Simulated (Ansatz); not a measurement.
## Lattice dynamics at Γ of LiBr (Fm-3m)

Perturbation theory with PBEsol in Ansatz on the PBEsol cell, ground state and force constants on a 6×6×6 mesh. No spin polarisation and no zero-point or thermal motion.

The symmetry is Fm-3m (No. 225, cubic); a = 5.412 Å in the conventional setting, 19.82 Å³ an atom. Li is surrounded by 6 Br at 2.71 Å; Br is surrounded by 6 Li at 2.71 Å.

```
Li Br
1.0
     0.00000    2.70610    2.70610
     2.70610    0.00000    2.70610
     2.70610    2.70610    0.00000
Li Br
1 1
Cartesian
  0.0000 0.0000 0.0000
  2.7061 2.7061 2.7061
```

Optical modes without the longitudinal term:
```csv
ω (cm⁻¹),degeneracy,"IR intensity, summed over the level ((D/Å)²/amu)"
179,3,16.18
```

The optical mode at Γ lies at 179 cm⁻¹ without the longitudinal term. With the long-range field the highest mode reaches 337 cm⁻¹.

The clamped-ion dielectric constant comes out as 3.56 in all directions. With the ions relaxed, ε⁰ is 12.7 in all directions. Born charges, averaged over directions: Li +1.22, Br -1.22 e.

With one polar mode in a cubic crystal the Lyddane-Sachs-Teller relation applies: (ω_LO/ω_TO)² = (336.6/178.7)² = 3.550, and ε⁰/ε∞ = 12.653/3.564 = 3.550. The refractive index √ε∞ is 1.89.

For comparison, on the r2SCAN cell the mean ε∞ is 3.22 with r2SCAN (ground state on 6×6×6; least gap 5.88 eV), 3.44 with PBE (ground state on 6×6×6; least gap 4.99 eV).

The runs are scalar-relativistic, without spin-orbit coupling.
